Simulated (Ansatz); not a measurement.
All numbers below come from Ansatz, DFT PBE, scalar-relativistic, plane waves, PAW. All cells share a 420 eV cutoff and Γ-centred k meshes spaced at most about 0.3 Å⁻¹ (about 0.25 or finer for metals, 2π included). No spin polarisation in the final relaxations.

These are static total energies at zero pressure.

Two relaxed structures of SiGe2:

A.

```cif
data_structure
_symmetry_space_group_name_H-M 'I4/mmm'
_symmetry_Int_Tables_number 139
_cell_length_a 2.8587
_cell_length_b 2.8587
_cell_length_c 13.3138
_cell_angle_alpha 90.000
_cell_angle_beta 90.000
_cell_angle_gamma 90.000
_cell_volume 108.81
loop_
_atom_site_label
_atom_site_type_symbol
_atom_site_symmetry_multiplicity
_atom_site_Wyckoff_symbol
_atom_site_fract_x
_atom_site_fract_y
_atom_site_fract_z
_atom_site_occupancy
Si1 Si 2 b 0.50000 0.50000 0.00000 1
Ge1 Ge 4 e 0.50000 0.50000 0.34351 1
```

B.

```cif
data_structure
_symmetry_space_group_name_H-M 'P-62m'
_symmetry_Int_Tables_number 189
_cell_length_a 4.9967
_cell_length_b 4.9967
_cell_length_c 4.9804
_cell_angle_alpha 90.000
_cell_angle_beta 90.000
_cell_angle_gamma 120.000
_cell_volume 107.68
loop_
_atom_site_label
_atom_site_type_symbol
_atom_site_symmetry_multiplicity
_atom_site_Wyckoff_symbol
_atom_site_fract_x
_atom_site_fract_y
_atom_site_fract_z
_atom_site_occupancy
Si1 Si 2 d 0.33333 0.66667 0.50000 1
Ge1 Ge 3 f 0.00000 0.66073 0.00000 1
Ge2 Ge 1 b 0.00000 0.00000 0.50000 1
```

Question: Which form is favoured at zero pressure, and by what margin per atom?

Answer: A is lower, by 10 meV/atom. A has Si and Ge ordered on fcc sites, space group I4/mmm (No. 139), 18.1 Å³/atom and no gap on its mesh; B has Si and Ge ordered on hcp sites, space group P-62m (No. 189), 17.9 Å³/atom and no gap. Counting Ge atoms around Si (those within 1.25 times the shortest such distance or 1.15 times the sum of covalent radii, 1.27 where that leaves under three; the shortest distance is added where it exceeds 1.18 times the sum of covalent radii), A has Si 8 from 2.9 Å and B has Si 9 from 2.9 Å. Even the lower one lies +0.44 eV/atom against the reference forms of the elements (uncorrected), so neither is stable at this level. Both come from invented guesses. A third cell relaxed alike, in P-3m1, lies 0.43 eV/atom below the lower of the two.

The k mesh leaves some 4 meV/atom of noise in the energy of each metallic cell. Weakly bound directions are ill-defined at this level, which has no dispersion term (I4/mmm), and this can change margins and order among such cells. Cells relaxed within their symmetry can be saddle points.
